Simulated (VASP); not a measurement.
Here is a VASP 6.6.1 calculation.

INCAR

```
SYSTEM = LiH17O9
PREC = Accurate
ENCUT = 520
EDIFF = 1E-7
ISMEAR = -1
SIGMA = 0.05
LREAL = Auto
LASPH = .True.
NELM = 100
ALGO = Normal
ISIF = 2
LWAVE = .False.
LCHARG = .True.
GGA = PE
IVDW = 12
LELF = .True.
LVHAR = .True.
NBANDS = 56
```

The input KPOINTS:

```
Automatic mesh
0
Gamma
  1 1 1
  0 0 0
```

File POSCAR:

```
LiH17O9
1.0
    7.1738770000      0.0000000000      0.0000000000
    0.0000000000      7.1738770000      0.0000000000
    0.0000000000      0.0000000000      7.1738770000
O H Li
9 17 1
Direct
    0.2212332327      0.0360056354      0.2034464767
    0.1788712017      0.8107889221      0.5169032031
    0.0857974008      0.4770223967      0.9701588137
    0.4577441180      0.4678502294      0.8077361795
    0.7736402506      0.2736456173      0.8573188528
    0.8567612743      0.1462807349      0.2318272254
    0.7757032913      0.8209089729      0.4572144184
    0.3246082976      0.4197033208      0.4290427617
    0.3523060125      0.8071925404     -0.0612360652
    0.0886689303      0.0715652080      0.1642487040
    0.2683486210     -0.0397135329      0.0945932025
    0.2052307281      0.8796080557      0.3902910518
    0.0408983873      0.7941173232      0.5107419600
    0.1246048685      0.6090848784      0.9526508470
    0.1938561255      0.3948631960      0.9739921663
    0.4011498943      0.4649090025      0.6764682472
    0.4134305620      0.5823350470      0.8698922493
    0.6647451580      0.3524732861      0.8422363528
    0.8761092503      0.3633321285      0.8621697863
    0.8106774064      0.1696850950      0.0996811069
    0.8895050751      0.2730601598      0.2745238035
    0.8121410501      0.9413738206      0.4057917358
    0.6893901303      0.7736681295      0.3557490601
    0.3219737389      0.3331253101      0.3167046215
    0.2501436810      0.5251274869      0.3939431914
    0.4788484665      0.8022440307     -0.0005715180
    0.3796691803      0.8475333491      0.6989526026
```

Potentials or basis: VASP PAW PBE potentials, release 64 (O, H, Li_sv).

Command:

```bash
$ cat potpaw_PBE.64/O/POTCAR potpaw_PBE.64/H/POTCAR potpaw_PBE.64/Li_sv/POTCAR > POTCAR
$ mpirun -np 1 vasp_gam > vasp.out
```

Q: Estimate the band gap on the k mesh.

A: 3.92 eV, direct.

Q: What does it give for the dispersion energy per atom?

A: -0.028 eV.

Q: What does it give for the largest force?

A: 1.979 eV/Å.

Forces in eV/Å, atoms in the order of the input:
```
O   -1.072  0.237 -0.499
O   -0.032  0.520 -1.576
O   -0.730  0.563  0.238
O   -0.455 -0.448 -1.744
O    0.665 -0.690  0.396
O   -0.106  0.723 -0.866
O   -1.226 -0.767 -1.102
O    0.417 -1.497 -1.225
O    1.506 -0.147  0.976
H    1.153 -0.323  0.930
H    0.165 -0.213 -0.067
H   -0.378 -0.247  1.129
H    0.640 -0.035  0.272
H    0.470 -0.985  0.203
H    0.278  0.520 -0.308
H    0.674 -0.214  1.453
H   -0.226  0.439  0.014
H   -0.997  0.325 -0.146
H    0.454 -0.003  0.135
H    0.074  0.109  0.539
H   -0.178 -0.615 -0.114
H   -0.030  0.626 -0.227
H    1.158  0.316  1.290
H    0.012  0.760  1.502
H   -0.477  0.744 -0.137
H   -1.363  0.153 -0.477
Li  -0.396  0.151 -0.588
```
